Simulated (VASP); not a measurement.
# BeTe (F-43m) in VASP: notebook

Runs on BeTe. Level: PBE+D3(BJ). Tasks: single point, relaxation of cell and atoms.

Everything below comes from runs of VASP 6.6.1. Logs are shortened: lines on timing, memory, paths and dates and some standing lists are left out, and cuts for length are marked.

**1. The crystal as given**

The structure is cubic, space group F-43m (No. 216). The conventional cell has a = 5.583 Å, b = 5.583 Å, c = 5.583 Å, α = 90.00°, β = 90.00°, γ = 90.00°. Around Be (site symmetry -43m) lie 4 Te at 2.42 Å. Te (site symmetry -43m) has 4 Be at 2.42 Å as nearest neighbours.

The cell comes from a database or a generator and needn't be the stable form of this composition.

**2. Single point, PBE+D3(BJ)**

File INCAR:

```
PREC = Accurate
ENCUT = 520
EDIFF = 1E-7
ISMEAR = 0
SIGMA = 0.02
LREAL = False
LASPH = True
NELM = 100
ALGO = Normal
ISIF = 2
LWAVE = False
LCHARG = False
GGA = PE
IVDW = 12
NBANDS = 11
```

File KPOINTS:

```
regular mesh
0
Gamma
  8 8 8
```

File POSCAR:

```
BeTe
1.0
    0.0000000000      2.7917029755      2.7917029755
    2.7917029755      0.0000000000      2.7917029755
    2.7917029755      2.7917029755      0.0000000000
Be Te
1 1
Direct
    0.0000000000      0.0000000000      0.0000000000
    0.7500000000      0.7500000000      0.7500000000
```

Potentials or basis: VASP PAW PBE potentials, release 64 (Be, Te).

Started as:

```console
cat potpaw_PBE.64/Be/POTCAR potpaw_PBE.64/Te/POTCAR > POTCAR
mpirun -np 1 vasp_std > vasp.out
```

OUTCAR:

```text
PREC = Accurate
   ENCUT = 520
   EDIFF = 1E-7
   ISMEAR = 0
   LREAL = False
   LASPH = True
   NELM = 100
   ISIF = 2
   GGA = PE
   IVDW = 12
 IVDW          = 12

 ion  position               nearest neighbor table
   1  0.000  0.000  0.000-   2 2.42   2 2.42   2 2.42   2 2.42
   2  0.750  0.750  0.750-   1 2.42   1 2.42   1 2.42   1 2.42

  LATTYP: Found a face centered cubic cell.
 ALAT       =     5.5834059510

  Lattice vectors:

 A1 = (   0.0000000000,   2.7917029755,   2.7917029755)
 A2 = (   2.7917029755,   0.0000000000,   2.7917029755)
 A3 = (   2.7917029755,   2.7917029755,   0.0000000000)

Analysis of symmetry for initial positions (statically):
=====================================================================
 Subroutine PRICEL returns:
 Original cell was already a primitive cell.

 Routine SETGRP: Setting up the symmetry group for a
 face centered cubic supercell.

 Subroutine GETGRP returns: Found 24 space group operations
 (whereof 24 operations were pure point group operations)
 out of a pool of 48 trial point group operations.

The static configuration has the point symmetry T_d .

Analysis of symmetry for dynamics (positions and initial velocities):
=====================================================================
 Subroutine PRICEL returns:
 Original cell was already a primitive cell.

 Routine SETGRP: Setting up the symmetry group for a
 face centered cubic supercell.

 Subroutine GETGRP returns: Found 24 space group operations
 (whereof 24 operations were pure point group operations)
 out of a pool of 48 trial point group operations.

The dynamic configuration has the point symmetry T_d .

 Subroutine INISYM returns: Found 24 space group operations
 (whereof 24 operations are pure point group operations),
 and found     1 'primitive' translations

----------------------------------------------------------------------------------------

                                     Primitive cell

  volume of cell :      43.5149

  direct lattice vectors                    reciprocal lattice vectors
     0.000000000  2.791702975  2.791702975    -0.179102148  0.179102148  0.179102148
     2.791702975  0.000000000  2.791702975     0.179102148 -0.179102148  0.179102148
     2.791702975  2.791702975  0.000000000     0.179102148  0.179102148 -0.179102148

  length of vectors
     3.948064210  3.948064210  3.948064210     0.310214020  0.310214020  0.310214020

  position of ions in fractional coordinates (direct lattice)
     0.000000000  0.000000000  0.000000000
     0.750000000  0.750000000  0.750000000

  ion indices of the primitive-cell ions
   primitive index   ion index
                 1           1
                 2           2

----------------------------------------------------------------------------------------

 KPOINTS: regular mesh

Automatic generation of k-mesh.
 Grid dimensions read from file:
 generate k-points for:    8    8    8

 Generating k-lattice:

  Cartesian coordinates                     Fractional coordinates (reciprocal lattice)
    -0.022387769  0.022387769  0.022387769     0.125000000  0.000000000  0.000000000
     0.022387769 -0.022387769  0.022387769     0.000000000  0.125000000  0.000000000
     0.022387769  0.022387769 -0.022387769     0.000000000  0.000000000  0.125000000

  Length of vectors
     0.038776753  0.038776753  0.038776753

  Shift w.r.t. Gamma in fractional coordinates (k-lattice)
     0.000000000  0.000000000  0.000000000

 Subroutine IBZKPT returns following result:
 ===========================================

 Found     29 irreducible k-points:

 Following reciprocal coordinates:
            Coordinates               Weight
  0.000000  0.000000  0.000000      1.000000
  0.125000  0.000000  0.000000      8.000000
  0.250000  0.000000  0.000000      8.000000
  0.375000  0.000000  0.000000      8.000000
  0.500000  0.000000  0.000000      4.000000
  0.125000  0.125000  0.000000      6.000000
[... 16 lines left out ...]
  0.500000  0.250000  0.125000     48.000000
 -0.375000  0.250000  0.125000     24.000000
 [... further k-points ...]
   k-points           NKPTS =     29   k-points in BZ     NKDIM =     29   number of bands    NBANDS=     11
   number of dos      NEDOS =    301   number of ions     NIONS =      2
   total plane-waves  NPLWV =  27000
   dimension x,y,z NGX =    30 NGY =   30 NGZ =   30
   dimension x,y,z NGXF=    60 NGYF=   60 NGZF=   60
   ions per type =               1   1
   NGX,Y,Z   is equivalent  to a cutoff of  12.63, 12.63, 12.63 a.u.
   NGXF,Y,Z  is equivalent  to a cutoff of  25.26, 25.26, 25.26 a.u.
 SYSTEM =  unknown system
   PREC   = accura    normal or accurate (medium, high low for compatibility)
   ISTART =      0    job   : 0-new  1-cont  2-samecut
   ICHARG =      2    charge: 1-file 2-atom 10-const
   ISPIN  =      1    spin polarized calculation?
   LNONCOLLINEAR =      F non collinear calculations
   LSORBIT =      F    spin-orbit coupling
   LASPH  =      T    aspherical Exc in radial PAW
   ENCUT  =  520.0 eV  38.22 Ry    6.18 a.u.   7.34  7.34  7.34*2*pi/ulx,y,z
   NELM   =    100;   NELMIN=  2; NELMDL= -5     # of ELM steps
   EDIFF  = 0.1E-06   stopping-criterion for ELM
   LREAL  =      F    real-space projection
   EDIFFG = 0.1E-05   stopping-criterion for IOM
   NSW    =      0    number of steps for IOM
   IBRION =     -1    ionic relax: 0-MD 1-quasi-New 2-CG
   NFREE  =      0    steps in history (QN), initial steepest desc. (CG)
   ISIF   =      2    stress and relaxation
   ISYM   =      2    0-nonsym 1-usesym 2-fastsym
   POTIM  = 0.5000    time-step for ionic-motion
   TEBEG  =    0.0;   TEEND  =   0.0 temperature during run
   PSTRESS=    0.0 pullay stress
   NELECT =       8.0000    total number of electrons
   NUPDOWN=      -1.0000    fix difference up-down
   EMIN   =  10.00;   EMAX   =-10.00  energy-range for DOS
   EFERMI =   0.00;   METHOD = LEGACY
   ISMEAR =     0;   SIGMA  =   0.02  broadening in eV -4-tet -1-fermi 0-gaus
   EFERMI_NEDOS =   21; number of points for ismear=-14 and -15
   IALGO  =     38    algorithm
   IMIX   =      4    mixing-type and parameters
     AMIX     =   0.40;   BMIX     =  1.00
     AMIX_MAG =   1.60;   BMIX_MAG =  1.00
  volume/ion in A,a.u.               =      21.76       146.83
  Fermi-wavevector in a.u.,A,eV,Ry     =   0.930877  1.759102 11.789883  0.866532
  Thomas-Fermi vector in A             =   2.057311
   LORBIT       =      0    0 simple, 1 ext, 2 COOP (PROOUT), +10 PAW based schemes
   GGA     = PE    functional components
   LHFCALC =     F    Hartree Fock is set to
   AEXX    =    0.0000 exact exchange contribution
   IVDW    =    12    specifies the selected vdW correction
   LEPSILON=     F    determine dielectric tensor
   LRPA    =     F    only Hartree local field effects (RPA)
 non-spin polarized calculation
 Gauss-broadening in eV      SIGMA  =   0.02
  energy-cutoff  :      520.00
  volume of cell :       43.51
 maximum number of plane-waves:      1211
 NGX is ok and might be reduce to    30
   NGX = 15   NGY = 15   NGZ = 15

 number of electron       7.9999999 magnetization

 Free energy of the ion-electron system (eV)
  ---------------------------------------------------
  ext. energy  EPLUGINS =         0.00000000
  ---------------------------------------------------
  free energy    TOTEN  =        -7.60749692 eV

  energy without entropy =       -7.60749692  energy(sigma->0) =       -7.60749692

 E-fermi :   5.4868     XC(G=0):  -9.1617

 val. band max:        5.3914776779   @ k =   0.0000   0.0000   0.0000
 cond. band min:       7.2999526766   @ k =   0.5000   0.5000   0.0000
 fundamental gap:      1.9084749987
 Fermi energy:         5.4868237478

 k-point     1 :       0.0000    0.0000    0.0000
  band No.  band energies     occupation
      1      -7.0805      2.00000
      2       5.3915      2.00000
      3       5.3915      2.00000
      4       5.3915      2.00000
      5       8.9783      0.00000
      6       8.9783      0.00000
      7       8.9783      0.00000
      8       9.4054      0.00000
      9      13.7458      0.00000
     10      15.6903      0.00000
     11      15.6903      0.00000

 k-point     2 :       0.1250    0.0000    0.0000
  band No.  band energies     occupation
      1      -6.9271      2.00000
      2       4.0432      2.00000
      3       5.1445      2.00000
      4       5.1445      2.00000
      5       8.9737      0.00000
      6       9.3351      0.00000
      7       9.3351      0.00000
      8      10.6540      0.00000
      9      14.1692      0.00000
     10      14.7276      0.00000
     11      14.7276      0.00000

 k-point     3 :       0.2500    0.0000    0.0000
  band No.  band energies     occupation
      1      -6.5024      2.00000
      2       1.9819      2.00000
      3       4.6879      2.00000
      4       4.6879      2.00000
      5       8.7654      0.00000
      6       9.8777      0.00000
      7       9.8777      0.00000
      8      12.5589      0.00000
      9      14.4503      0.00000
     10      14.4503      0.00000
     11      14.4924      0.00000
[... 267 lines left out ...]
 k-point    23 :       0.5000    0.2500    0.1250
  band No.  band energies     occupation
      1      -5.6641      2.00000
      2       0.6367      2.00000
      3       2.5088      2.00000
      4       3.6413      2.00000
      5       9.4286      0.00000
      6      10.1095      0.00000
      7      11.3557      0.00000
      8      12.3812      0.00000
      9      15.3153      0.00000
     10      15.8403      0.00000
     11      17.7537      0.00000

 k-point    24 :      -0.3750    0.2500    0.1250
  band No.  band energies     occupation
      1      -5.4164      2.00000
      2       0.1177      2.00000
      3       2.4009      2.00000
      4       3.4091      2.00000
      5       9.5868      0.00000
      6       9.8094      0.00000
      7      12.1403      0.00000
      8      13.2296      0.00000
      9      13.9447      0.00000
     10      17.0377      0.00000
     11      17.3982      0.00000

 [... further k-points ...]

------------------------ aborting loop because EDIFF is reached ----------------------------------------

 Edisp (eV)   -0.69584

 E8    (eV) :    -0.2964

  FORCE on cell =-STRESS in cart. coord.  units (eV):
  Direction    XX          YY          ZZ          XY          YZ          ZX
  --------------------------------------------------------------------------------------
  -------------------------------------------------------------------------------------
  Total       0.02357     0.02357     0.02357    -0.00000     0.00000    -0.00000
  in kB       0.86783     0.86783     0.86783    -0.00000     0.00000    -0.00000
  external pressure =        0.87 kB  Pullay stress =        0.00 kB

 VOLUME and BASIS-vectors are now :
 -----------------------------------------------------------------------------
  energy-cutoff  :      520.00
  volume of cell :       43.51
      direct lattice vectors                 reciprocal lattice vectors
     0.000000000  2.791702975  2.791702975    -0.179102148  0.179102148  0.179102148
     2.791702975  0.000000000  2.791702975     0.179102148 -0.179102148  0.179102148
     2.791702975  2.791702975  0.000000000     0.179102148  0.179102148 -0.179102148

 POSITION                                       TOTAL-FORCE (eV/Angst)
 -----------------------------------------------------------------------------------
      0.00000      0.00000      0.00000         0.000000      0.000000      0.000000
      4.18755      4.18755      4.18755        -0.000000     -0.000000     -0.000000
 -----------------------------------------------------------------------------------
    total drift:                               -0.000000     -0.000000     -0.000000

  FREE ENERGIE OF THE ION-ELECTRON SYSTEM (eV)
  ---------------------------------------------------
  free  energy   TOTEN  =        -8.3033321577 eV

  energy  without entropy=       -8.3033321577  energy(sigma->0) =       -8.30333216
```

Wall time 22 s (1 thread of Intel Xeon Platinum 8175M at 2.50GHz (Skylake/Cascade Lake), shared host); peak memory 0.18 GiB.

Results:

```
Free energy                : -8.3033 eV
Pressure                   : 0.1 GPa
Band gap on the k mesh     : 1.91 eV, indirect (least direct gap 3.59 eV)
Dispersion energy per atom : -0.348 eV
```

Levels at points of the mesh, in eV from the valence-band top:
```tsv
k point	band 1	band 2	band 3	band 4	band 5	band 6	band 7	band 8	band 9
(0.00, 0.00, 0.00)	-12.47	0.00	0.00	0.00	3.59	3.59	3.59	4.01	8.35
(0.50, 0.00, 0.00)	-11.06	-5.71	-1.18	-1.18	3.15	4.58	4.58	7.81	11.06
(0.50, 0.50, 0.00)	-10.54	-5.26	-2.74	-2.74	1.91	2.63	9.87	9.87	11.70
```

Caveat: spin-orbit coupling is left out, which moves the levels of the heavy elements.

**3. Relaxation of cell and atoms, PBE+D3(BJ)**

This run uses another cell than the first one, of 22.70 Å³/atom, 1.043 times its volume.

File INCAR:

```
SYSTEM = BeTe
PREC = Accurate ; ENCUT = 600
EDIFF = 1E-7 ; ISMEAR = 0
SIGMA = 0.02 ; LREAL = .FALSE.
LASPH = .TRUE. ; NELM = 100
ALGO = Normal ; ISIF = 3
LWAVE = .FALSE. ; LCHARG = .FALSE.
GGA = PE ; IVDW = 12
IBRION = 2 ; NSW = 70
EDIFFG = -0.02
```

File KPOINTS:

```
Automatic mesh
0
G
  8 8 8
  0 0 0
```

File POSCAR:

```
BeTe
1.0
    0.0000000000      2.8314588100      2.8314588100
    2.8314588100      0.0000000000      2.8314588100
    2.8314588100      2.8314588100      0.0000000000
Be Te
1 1
Direct
    0.0000000000      0.0000000000      0.0000000000
    0.7500000000      0.7500000000      0.7500000000
```

Potentials or basis: VASP PAW PBE potentials, release 64 (Be, Te).

Started as:

```console
cat potpaw_PBE.64/Be/POTCAR potpaw_PBE.64/Te/POTCAR > POTCAR
mpirun -np 1 vasp_std > vasp.out
```

Run time: 27 s. Hardware: 1 thread of Intel Xeon Platinum 8175M at 2.50GHz (Skylake/Cascade Lake), shared host; peak memory 0.19 GiB.

Results (log left out):

```yaml
Free_energy: -8.3034 eV
Relaxed_volume: 21.79 Å³/atom
Relaxed_cell: a = 3.950 Å, b = 3.950 Å, c = 3.950 Å, α = 60.00°, β = 60.00°, γ = 60.00°
Space_group_after_relaxing_to_0.05_Å: F-43m (No. 216)
Energy_gained_by_relaxing: 6.9 meV/atom
Ionic_steps: 3
Pressure_after_relaxing: 0.0 GPa
Band_gap_on_the_k_mesh: 1.91 eV, indirect (least direct gap 3.59 eV)
Dispersion_energy_per_atom: -0.347 eV
```

The path:
```
step  energy change (eV)  largest force (eV/Å)  pressure (GPa)  volume (Å³)
   1              0.0000                0.0000           -2.34        45.40
   2             -0.0134                0.0000            0.47        43.25
   3             -0.0139                0.0000            0.01        43.57
```

Final structure:
```xyz
2
Lattice="0.0000 2.7929 2.7929 2.7929 0.0000 2.7929 2.7929 2.7929 0.0000" Properties=species:S:1:pos:R:3 pbc="T T T"
Be    0.0000    0.0000    0.0000
Te    4.1893    4.1893    4.1893
```

Levels at points of the mesh, in eV from the valence-band top:
```tsv
k point	band 2	band 3	band 4	band 5	band 6	band 7
(0.00, 0.00, 0.00)	0.00	0.00	0.00	3.59	3.59	3.59
(0.50, 0.00, 0.00)	-5.70	-1.18	-1.18	3.14	4.58	4.58
(0.50, 0.50, 0.00)	-5.25	-2.74	-2.74	1.91	2.63	9.86
```

Caveat: spin-orbit coupling is left out, which moves the levels of the heavy elements. A k mesh can miss the band edges.
